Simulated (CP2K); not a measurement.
The system is Tc.

```
Tc
1.0
     2.75772    0.00000    0.00000
     1.37886    2.38825    0.00000
     1.37886    0.79608    2.25167
Tc
1
Direct
  0.00000 0.00000 0.00000
```

This isn't the form of Tc at room conditions, which is hcp.

Program: CP2K 2026.2. Alike in all runs: potentials or basis POTENTIAL_UZH Tc GTH-PBE-q15; TZVP-MOLOPT-PBE-GTH basis; no spin polarisation; cell as given; k mesh 12 × 12 × 12; smearing fermi-dirac 0.05 eV.

Q: Order these runs on this cell by their pressure, lowest first.
A. level rev-vdW-DF2; cutoff of the non-local correlation (Ry) 300
B. level r2SCAN; points a segment of the path (NPOINTS) 8; bands added on the path 6
C. level PBEsol; points a segment of the path (NPOINTS) 8; bands added on the path 6
D. level LDA; points a segment of the path (NPOINTS) 8; bands added on the path 6
E. level PBE

A: D (-15.9 GPa), C (-11.3 GPa), B (-8.0 GPa), A (-6.0 GPa), E (-2.7 GPa).

Caveats: the basis of atomic orbitals isn't converged, which shifts pressures, moduli and gaps; the potentials were made for another functional, which shifts forces and pressure (some runs).
